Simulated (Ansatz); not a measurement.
Input and command of a plane-wave DFT calculation in Ansatz:

```yaml
crystal:
  lattice:
    - [3.4932931461, -0.0522886456, 0.0683961785]
    - [0.0522886456, -3.6207498055, 0.027408434]
    - [-0.0683961785, 0.027408434, -3.3527023143]
  atoms:
    - { symbol: C, position: [0.5544697774, -0.0852940476, 0.0263015817] }
    - { symbol: C, position: [0.0561012796, 0.5680005914, -0.0538494115] }
    - { symbol: C, position: [-0.0720045356, 0.0443305798, 0.5263729511] }
    - { symbol: C, position: [0.4954927846, 0.4825490273, 0.5878027676] }
    - { symbol: C, position: [0.6996760802, 0.7358721649, 0.6647751322] }
    - { symbol: C, position: [0.1049230411, 0.1865209837, 0.6883867075] }
    - { symbol: C, position: [0.3524728549, 0.8670336411, 0.3396006167] }
    - { symbol: C, position: [0.8088687178, 0.2009870595, 0.2206096546] }
basis:
  ecutwfc: 420
kpoints:
  mp_grid: { grid: [6, 6, 6] }
hamiltonian:
  xc: pbe
scf:
  occupations: { method: gaussian, width: 0.05 }
output:
  forces: true
  stress: true
  eigenvalues: true
```

```bash
ansatz run input.yaml --threads 2 --pin off --max-ram 5120MiB --backend cpu --events-out ev --progress --plain --runs-dir out
```

Processor: AMD EPYC 9R45 96-Core Processor (Zen 5), 2 threads, on a host shared with other jobs.

Task: How long does it run, and how much memory does it take?

Result: About 1.6 s on 2 threads of AMD EPYC 9R45 96-Core Processor (Zen 5), on a shared host, peak memory 0.42 GiB. It solves 24 bands at 112 k points (the mesh reduced by symmetry) with about 817 plane waves, in 7 SCF iterations.
